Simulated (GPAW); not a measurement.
# HfO2 (Fm-3m) in GPAW: convergence with smearing width (eV)

Aim: find how far smearing width (eV) must go before the results for HfO2 settle, at PBE. This setting moves, with any that are tied to it; all else stays.

Program: GPAW 26.7.0. These are calculated values, not measurements. Logs are shortened: lines on timing, memory, paths and dates and some standing lists are left out, and cuts for length are marked. The log counts tension as positive stress, the text compression.

**1. The structure**

It takes space group Fm-3m (No. 225, cubic). Conventional cell: a = 5.115 Å, b = 5.115 Å, c = 5.115 Å, α = 90.00°, β = 90.00°, γ = 90.00°. Around Hf (site symmetry m-3m) lie 8 O at 2.21 Å. O (site symmetry -43m) has 4 Hf at 2.21 Å as nearest neighbours.

Measurements of this composition are mostly on another form, of space group No. 14.

**2. With smearing width (eV) 0.5**

The input, run.py:

```python
from ase.dft.bandgap import bandgap
from ase.io import read, write
from ase.units import GPa
from gpaw import GPAW, PW

atoms = read('POSCAR')

calc = GPAW(mode=PW(800),
            xc='PBE',
            kpts={'size': (7, 7, 7), 'gamma': True},
            occupations={'name': 'methfessel-paxton', 'order': 0, 'width': 0.5},
            nbands=24,
            convergence={'density': 1e-05, 'energy': 1e-05},
            maxiter=100,
            txt='gpaw.txt')
atoms.calc = calc
energy = atoms.get_potential_energy()
forces = atoms.get_forces()
stress = atoms.get_stress()
calc.write('gs.gpw')
write('result.traj', atoms)
print(f'Energy: {energy:.6f} eV')
print('Forces (eV/A):')
print(forces.round(4))
print('Stress (GPa):', (stress / GPa).round(3))
print('Fermi level:', round(calc.get_fermi_level(), 4), 'eV')
print(f'Gap: {bandgap(calc)[0]:.4f} eV, direct: {bandgap(calc, direct=True)[0]:.4f} eV')
```

The input, POSCAR:

```
HfO2
1.0
    0.0000000000      2.5575000000      2.5575000000
    2.5575000000      0.0000000000      2.5575000000
    2.5575000000      2.5575000000      0.0000000000
Hf O
1 2
Direct
    0.0000000000      0.0000000000      0.0000000000
    0.7500000000      0.7500000000      0.7500000000
    0.2500000000      0.2500000000      0.2500000000
```

Potentials or basis: GPAW PAW data sets (gpaw-data 1.2.1), pw.

Command:

```sh
OMP_NUM_THREADS=1 python run.py
```

Wall time 16 s (1 thread of Arm Neoverse V2, shared host); peak memory 0.17 GiB.

What came out:

| Quantity | Value |
| --- | --- |
| Free energy | -28.1205 eV |
| Pressure | -2.8 GPa |
| Band gap on the k mesh | 3.89 eV, indirect (least direct gap 4.07 eV) |

**3. With smearing width (eV) 0.3**

Changes to run.py since step 2:

```diff
@@ -10,3 +10,3 @@
             kpts={'size': (7, 7, 7), 'gamma': True},
-            occupations={'name': 'methfessel-paxton', 'order': 0, 'width': 0.5},
+            occupations={'name': 'methfessel-paxton', 'order': 0, 'width': 0.3},
             nbands=24,
```

POSCAR is that of step 2.

Potentials or basis: GPAW PAW data sets (gpaw-data 1.2.1), pw.

Command:

```sh
OMP_NUM_THREADS=1 python run.py
```

Run time: 16 s. Hardware: 1 thread of Arm Neoverse V2, shared host; peak memory 0.17 GiB.

Results:

| Quantity | Value |
| --- | --- |
| Free energy | -28.1205 eV |
| Pressure | -2.8 GPa |
| Band gap on the k mesh | 3.89 eV, indirect (least direct gap 4.07 eV) |

**4. With smearing width (eV) 0.2**

Changes to run.py since step 3:

```diff
@@ -10,3 +10,3 @@
             kpts={'size': (7, 7, 7), 'gamma': True},
-            occupations={'name': 'methfessel-paxton', 'order': 0, 'width': 0.3},
+            occupations={'name': 'methfessel-paxton', 'order': 0, 'width': 0.2},
             nbands=24,
```

POSCAR is that of step 3.

Command:

```sh
OMP_NUM_THREADS=1 python run.py
```

Run time: 16 s. Hardware: 1 thread of Arm Neoverse V2, shared host; peak memory 0.17 GiB.

Results (log left out):

| Item | Value |
| --- | --- |
| Free energy | -28.1205 eV |
| Pressure | -2.8 GPa |
| Band gap on the k mesh | 3.89 eV, indirect (least direct gap 4.07 eV) |

**5. With smearing width (eV) 0.15**

Changes to run.py since step 4:

```diff
@@ -10,3 +10,3 @@
             kpts={'size': (7, 7, 7), 'gamma': True},
-            occupations={'name': 'methfessel-paxton', 'order': 0, 'width': 0.2},
+            occupations={'name': 'methfessel-paxton', 'order': 0, 'width': 0.15},
             nbands=24,
```

POSCAR is that of step 4.

Command:

```sh
OMP_NUM_THREADS=1 python run.py
```

Wall time 16 s (1 thread of Arm Neoverse V2, shared host); peak memory 0.17 GiB.

The run converged. Its results:

| Item | Value |
| --- | --- |
| Free energy | -28.1205 eV |
| Pressure | -2.8 GPa |
| Band gap on the k mesh | 3.89 eV, indirect (least direct gap 4.07 eV) |

**6. With smearing width (eV) 0.1**

Changes to run.py since step 5:

```diff
@@ -10,3 +10,3 @@
             kpts={'size': (7, 7, 7), 'gamma': True},
-            occupations={'name': 'methfessel-paxton', 'order': 0, 'width': 0.15},
+            occupations={'name': 'methfessel-paxton', 'order': 0, 'width': 0.1},
             nbands=24,
```

POSCAR is that of step 5.

Potentials or basis: GPAW PAW data sets (gpaw-data 1.2.1), pw.

Command:

```sh
OMP_NUM_THREADS=1 python run.py
```

Wall time 16 s (1 thread of Arm Neoverse V2, shared host); peak memory 0.17 GiB.

It converged, with:

```
Free energy            : -28.1205 eV
Pressure               : -2.8 GPa
Band gap on the k mesh : 3.89 eV, indirect (least direct gap 4.07 eV)
```

**7. With smearing width (eV) 0.05**

Changes to run.py since step 6:

```diff
@@ -10,3 +10,3 @@
             kpts={'size': (7, 7, 7), 'gamma': True},
-            occupations={'name': 'methfessel-paxton', 'order': 0, 'width': 0.1},
+            occupations={'name': 'methfessel-paxton', 'order': 0, 'width': 0.05},
             nbands=24,
```

POSCAR is that of step 6.

Command:

```sh
OMP_NUM_THREADS=1 python run.py
```

Run time: 16 s. Hardware: 1 thread of Arm Neoverse V2, shared host; peak memory 0.17 GiB.

The run converged. Its results:

| Property | Result |
| --- | --- |
| Free energy | -28.1205 eV |
| Pressure | -2.8 GPa |
| Band gap on the k mesh | 3.89 eV, indirect (least direct gap 4.07 eV) |

**8. With smearing width (eV) 0.025**

Changes to run.py since step 7:

```diff
@@ -10,3 +10,3 @@
             kpts={'size': (7, 7, 7), 'gamma': True},
-            occupations={'name': 'methfessel-paxton', 'order': 0, 'width': 0.05},
+            occupations={'name': 'methfessel-paxton', 'order': 0, 'width': 0.025},
             nbands=24,
```

POSCAR is that of step 7.

Command:

```sh
OMP_NUM_THREADS=1 python run.py
```

It took 16 s on 1 thread of Arm Neoverse V2, shared host; peak memory 0.17 GiB.

The run converged. Its results:

| Item | Value |
| --- | --- |
| Free energy | -28.1205 eV |
| Pressure | -2.8 GPa |
| Band gap on the k mesh | 3.89 eV, indirect (least direct gap 4.07 eV) |

**9. With smearing width (eV) 0.01**

Changes to run.py since step 8:

```diff
@@ -10,3 +10,3 @@
             kpts={'size': (7, 7, 7), 'gamma': True},
-            occupations={'name': 'methfessel-paxton', 'order': 0, 'width': 0.025},
+            occupations={'name': 'methfessel-paxton', 'order': 0, 'width': 0.01},
             nbands=24,
```

POSCAR is that of step 8.

Potentials or basis: GPAW PAW data sets (gpaw-data 1.2.1), pw.

Command:

```sh
OMP_NUM_THREADS=1 python run.py
```

gpaw.txt:

```text
__  _  _
 | _ |_)|_||  |
 |__||  | ||/\| - 26.7.0

Input parameters:
  mode=PW(ecut=800.0),
  convergence={'density': 1e-05, 'energy': 1e-05},
  kpts=MonkhorstPack(size=(7, 7, 7), gamma=True),
  maxiter=100,
  nbands=24,
  occupations=Occupations(name='methfessel-paxton', order=0, width=0.01),
  xc=XC(name='PBE')

Diagonalizing LCAO Hamiltonian
Converting LCAO to pw mode

                   O

           O

       Hf

Atoms  # Å, Bohr magnetons
|   | symbol |        x |        y |        z |    initial magnetic moments |
|---|--------|----------|----------|----------|-----------------------------|
| 0 |     Hf | 0.000000 | 0.000000 | 0.000000 | ( 0.0000,  0.0000,  0.0000) |
| 1 |      O | 3.836250 | 3.836250 | 3.836250 | ( 0.0000,  0.0000,  0.0000) |
| 2 |      O | 1.278750 | 1.278750 | 1.278750 | ( 0.0000,  0.0000,  0.0000) |

Unit cell  # Å
| periodic |        x |        y |        z |  lengths |    angles |
|----------|----------|----------|----------|----------|-----------|
|      yes | 0.000000 | 2.557500 | 2.557500 | 3.616851 | 60.000000 |
|      yes | 2.557500 | 0.000000 | 2.557500 | 3.616851 | 60.000000 |
|      yes | 2.557500 | 2.557500 | 0.000000 | 3.616851 | 60.000000 |

Number of symmetries: 48
Symmetry operations  # r_c * U_cc + t_c -> r_c
|    | kind |            matrix            |
|----|------|------------------------------|
|  0 |  σ   |  1, 0, 0,  1, 0,-1,  1,-1, 0 |
|  1 |  C2  |  1, 0, 0,  1,-1, 0,  1, 0,-1 |
|  2 |  E   |  1, 0, 0,  0, 1, 0,  0, 0, 1 |
|  3 |  σ   |  1, 0, 0,  0, 0, 1,  0, 1, 0 |
|  4 |  C4  |  1, 0,-1,  1, 0, 0,  1,-1, 0 |
|  5 |  S6  |  1, 0,-1,  1,-1, 0,  1, 0, 0 |
|  6 |  σ   |  1, 0,-1,  0, 1,-1,  0, 0,-1 |
|  7 |  C3  |  1, 0,-1,  0, 0,-1,  0, 1,-1 |
|  8 |  S6  |  1,-1, 0,  1, 0, 0,  1, 0,-1 |
|  9 |  C4  |  1,-1, 0,  1, 0,-1,  1, 0, 0 |
| 10 |  C3  |  1,-1, 0,  0,-1, 1,  0,-1, 0 |
| 11 |  σ   |  1,-1, 0,  0,-1, 0,  0,-1, 1 |
| 12 |  σ   |  0, 1, 0,  1, 0, 0,  0, 0, 1 |
| 13 |  C4  |  0, 1, 0,  0, 1,-1, -1, 1, 0 |
| 14 |  C3  |  0, 1, 0,  0, 0, 1,  1, 0, 0 |
| 15 |  S6  |  0, 1, 0, -1, 1, 0,  0, 1,-1 |
| 16 |  C2  |  0, 1,-1,  1, 0,-1,  0, 0,-1 |
| 17 |  σ   |  0, 1,-1,  0, 1, 0, -1, 1, 0 |
| 18 |  S4  |  0, 1,-1,  0, 0,-1,  1, 0,-1 |
| 19 |  C4  |  0, 1,-1, -1, 1, 0,  0, 1, 0 |
| 20 |  C3  |  0, 0, 1,  1, 0, 0,  0, 1, 0 |
| 21 |  σ   |  0, 0, 1,  0, 1, 0,  1, 0, 0 |
| 22 |  S6  |  0, 0, 1,  0,-1, 1, -1, 0, 1 |
| 23 |  C4  |  0, 0, 1, -1, 0, 1,  0,-1, 1 |
| 24 |  S4  |  0, 0,-1,  1, 0,-1,  0, 1,-1 |
| 25 |  C3  |  0, 0,-1,  0, 1,-1,  1, 0,-1 |
| 26 |  C2  |  0, 0,-1,  0,-1, 0, -1, 0, 0 |
| 27 |  S6  |  0, 0,-1, -1, 0, 0,  0,-1, 0 |
| 28 |  S4  |  0,-1, 1,  1,-1, 0,  0,-1, 0 |
| 29 |  C4  |  0,-1, 1,  0, 0, 1, -1, 0, 1 |
| 30 |  C2  |  0,-1, 1,  0,-1, 0,  1,-1, 0 |
| 31 |  σ   |  0,-1, 1, -1, 0, 1,  0, 0, 1 |
| 32 |  C3  |  0,-1, 0,  1,-1, 0,  0,-1, 1 |
| 33 |  S6  |  0,-1, 0,  0, 0,-1, -1, 0, 0 |
| 34 |  S4  |  0,-1, 0,  0,-1, 1,  1,-1, 0 |
| 35 |  C2  |  0,-1, 0, -1, 0, 0,  0, 0,-1 |
| 36 |  C2  | -1, 1, 0,  0, 1, 0,  0, 1,-1 |
| 37 |  S6  | -1, 1, 0,  0, 1,-1,  0, 1, 0 |
| 38 |  S4  | -1, 1, 0, -1, 0, 1, -1, 0, 0 |
| 39 |  C3  | -1, 1, 0, -1, 0, 0, -1, 0, 1 |
| 40 |  S6  | -1, 0, 1,  0, 0, 1,  0,-1, 1 |
| 41 |  C2  | -1, 0, 1,  0,-1, 1,  0, 0, 1 |
| 42 |  C3  | -1, 0, 1, -1, 1, 0, -1, 0, 0 |
| 43 |  S4  | -1, 0, 1, -1, 0, 0, -1, 1, 0 |
| 44 |  C2  | -1, 0, 0,  0, 0,-1,  0,-1, 0 |
| 45 |  i   | -1, 0, 0,  0,-1, 0,  0, 0,-1 |
| 46 |  σ   | -1, 0, 0, -1, 1, 0, -1, 0, 1 |
| 47 |  C2  | -1, 0, 0, -1, 0, 1, -1, 1, 0 |

BZ-sampling:
  Number of BZ points: 343
  Number of IBZ points: 20

  Monkhorst-Pack size: [7, 7, 7]
  Monkhorst-Pack shift: [0, 0, 0]

K-points  # in reciprocal-cell coordinates
|     |                                coordinates |     weight |
|-----|--------------------------------------------|------------|
|   0 | (  0.00000000,   0.00000000,   0.00000000) | 0.00291545 |
|   1 | (  0.14285714,   0.14285714,   0.00000000) | 0.01749271 |
|   2 | (  0.14285714,   0.14285714,   0.14285714) | 0.02332362 |
|   3 | (  0.28571429,   0.14285714,   0.14285714) | 0.03498542 |
|   4 | (  0.28571429,   0.28571429,   0.00000000) | 0.01749271 |
|   5 | (  0.28571429,   0.28571429,   0.14285714) | 0.06997085 |
|   6 | (  0.28571429,   0.28571429,   0.28571429) | 0.02332362 |
|   7 | (  0.42857143,  -0.28571429,  -0.28571429) | 0.03498542 |
|   8 | (  0.42857143,   0.28571429,  -0.42857143) | 0.13994169 |
|   9 | (  0.42857143,   0.28571429,  -0.28571429) | 0.06997085 |
| ... |                                            |            |
|  19 | (  0.42857143,   0.42857143,   0.42857143) | 0.02332362 |

Plane wave coefficients: 1759
Cutoff: 800.0 eV

Spin-components: 1 (collinear spins)
Bands:           24
Projectors:      16
Spin-degeneracy: 2
Datatype:        complex128

Parallelization:
  kpt:    1
  domain: 1
  band:   1

Density:
  Valence electrons: 24.0
  Components: 1
  Grid points: [24 24 24]
  Charge: 0.0  # |e|

Potential:
  Grid points: [24 24 24]

species:
  Hf:
    name:    Hafnium
    Z:       72.0
    valence: 12
    core:    60
    charge:  0.0  # [|e|]
    compensation charges:
      type: gauss
      rc: 0.41  # [Å]
      lmax: 2
    cutoffs:
      filter: 2.36  # [Å]
      core: 4.02  # [Å]
    projectors
    | kind |    occ | energy [eV] | rcut [Å] |
    |------|--------|-------------|----------|
    |   5s |  2.000 |     -66.831 |    1.397 |
    |   6s |  2.000 |      -5.097 |    1.397 |
    |   5p |  6.000 |     -35.599 |    1.307 |
    |   6p |  0.000 |      -1.401 |    1.307 |
    |   5d |  2.000 |      -2.699 |    1.334 |
    |    d |        |      24.513 |    1.334 |

    Using partial waves for Hf as LCAO basis

  O:
    name:    Oxygen
    Z:       8.0
    valence: 6
    core:    2
    charge:  0.0  # [|e|]
    compensation charges:
      type: gauss
      rc: 0.21  # [Å]
      lmax: 2
    cutoffs:
      filter: 1.17  # [Å]
      core: 0.83  # [Å]
    projectors
    | kind |    occ | energy [eV] | rcut [Å] |
    |------|--------|-------------|----------|
    |   2s |  2.000 |     -23.961 |    0.688 |
    |   2p |  4.000 |      -9.029 |    0.598 |
    |    s |        |       3.251 |    0.688 |
    |    p |        |      18.182 |    0.598 |
    |    d |        |       0.000 |    0.619 |

    Using partial waves for O as LCAO basis

Reference energy: -413967.819878  # eV

eigensolver:
  PPCG
  Converge bands: occupied
  niter=2

density mixing:
  MSR1-Mixer
  Pratt-step length: 0.05
  Maximum mixing coefficient: 0.75
  Old densities: 10
  SVD Regularization: 0.005
  Good broyden scale: 1.0
  Trust region scale: 1.0
  Backstep threshold: 4.0
  History deletion threshold: 6.0
  Fourier metric: weight=20.0, sigma=0.015

occupation numbers:
  Methfessel-Paxton:
    width: 0.0100  # eV
    order: 0

poisson solver:
  ecut: 6400.0  # eV

xc functional:
  name: PBE with 2 nearest neighbor stencil

convergence criteria:
- Maximum integral of absolute [dens]ity change: 1e-05 electrons / valence electron
- Maximum [total energy] change in last 3 cyles: 1e-05 eV / valence electron
- Maximum integral of absolute [eigenst]ate change: 4e-08 eV^2 / valence electron
maximum number of iterations: 100

SCF iterations
|iter     | |      energy | eigst |  dens |
|---------|-|-------------|-------|-------|
|iter:   1| |  -32.225299 | +0.05 |       |
|iter:   2| |  -31.081907 | -2.16 | -0.80 |
|iter:   3| |  -28.115364 | -1.10 | -0.86 |
|iter:   4| |  -28.110310 | -2.61 | -1.45 |
|iter:   5| |  -28.120867 | -3.12 | -1.70 |
|iter:   6| |  -28.120445 | -4.96 | -2.78 |
|iter:   7| |  -28.120477 | -5.79 | -3.28 |
|iter:   8| |  -28.120482c| -7.05 | -3.77 |
|iter:   9| |  -28.120482c| -8.52c| -4.59 |
|iter:  10| |  -28.120482c| -8.61c| -5.37c|

Converged in 10 steps
Energy contributions relative to reference atoms: (reference = -413967.819878)

Energy contributions:
  Kinetic:          19.885558
  Coulomb:         -24.206402
  Zero:              0.288725
  External:          0.000000
  Xc:              -24.088363
  Entropy:           0.000000
  Spinorbit:         0.000000
  ----------------------------
  Free energy:     -28.120482
  Extrapolated:    -28.120482

dipole moment: (-18.642543, -18.642543, -18.642543)  # |e|*Ang

Fermi level: 8.612
Eigenvalues  # (at kpt = [0.000, 0.000, 0.000])
| band index |      eig [eV] | occ [0-2] |
|------------|---------------|-----------|
|          0 |       -53.059 |     2.000 |
|        ... |               |           |
|          4 |       -10.426 |     2.000 |
|          5 |        -7.524 |     2.000 |
|          6 |         2.922 |     2.000 |
|          7 |         2.922 |     2.000 |
|          8 |         2.922 |     2.000 |
|          9 |         7.519 |     2.000 |
|         10 |         7.519 |     2.000 |
|         11 |         7.519 |     2.000 |
|         12 |        11.926 |     0.000 |
|         13 |        11.926 |     0.000 |
|         14 |        13.770 |     0.000 |
|         15 |        18.171 |     0.000 |
|         16 |        18.171 |     0.000 |
|         17 |        18.171 |     0.000 |
|         18 |        22.101 |     0.000 |
|         19 |        22.101 |     0.000 |
|        ... |               |           |
|         23 |        32.567 |     0.000 |

Gap: 3.892 eV
Transition (v -> c):
  (s=0, k=15, n=11, [0.43, 0.43, -0.14]) -> (s=0, k=0, n=12, [0.00, 0.00, 0.00])
Direct/indirect transitions are different
Direct gap: 4.072 eV
Transition at: (s=0, k=15, n=11, [0.43, 0.43, -0.14])

Forces  # eV/Ang
|        x |        y |       z |
|----------|----------|---------|
|  0.00000 | -0.00000 | 0.00000 |  # Hf   0
| -0.00000 |  0.00000 | 0.00000 |  # O    1
|  0.00000 |  0.00000 | 0.00000 |  # O    2

Stress tensor  # eV/Ang^3
|         x |         y |         z |
|-----------|-----------|-----------|
|  0.017632 | -0.000000 | -0.000000 |
| -0.000000 |  0.017632 |  0.000000 |
| -0.000000 |  0.000000 |  0.017632 |

# Writing to gs.gpw (mode='')
```

It took 16 s on 1 thread of Arm Neoverse V2, shared host; peak memory 0.17 GiB.

Results:

* Free energy: -28.1205 eV
* Pressure: -2.8 GPa
* Band gap on the k mesh: 3.89 eV, indirect (least direct gap 4.07 eV)

**10. Result**

| smearing width (eV) | energy less the tightest run, at zero smearing (meV/atom) | SCF cycles | CPU time (s) | peak memory (GiB) |
| --- | --- | --- | --- | --- |
| 0.5 | 0.00 | 10 | 16 | 0.17 |
| 0.3 | 0.00 | 10 | 16 | 0.17 |
| 0.2 | 0.00 | 10 | 16 | 0.17 |
| 0.15 | 0.00 | 10 | 16 | 0.17 |
| 0.1 | 0.00 | 10 | 16 | 0.17 |
| 0.05 | 0.00 | 10 | 16 | 0.17 |
| 0.025 | 0.00 | 10 | 16 | 0.17 |
| 0.01 | 0.00 | 10 | 16 | 0.17 |

Against the tightest run, the energy stays within 1 meV/atom from 0.5 on. The tightest run that finished is the yardstick and may itself not be fully converged.

Caveats: spin-orbit coupling is left out, which moves the levels of the heavy elements; an odd mesh through Γ misses points on the zone boundary, where band edges often lie.
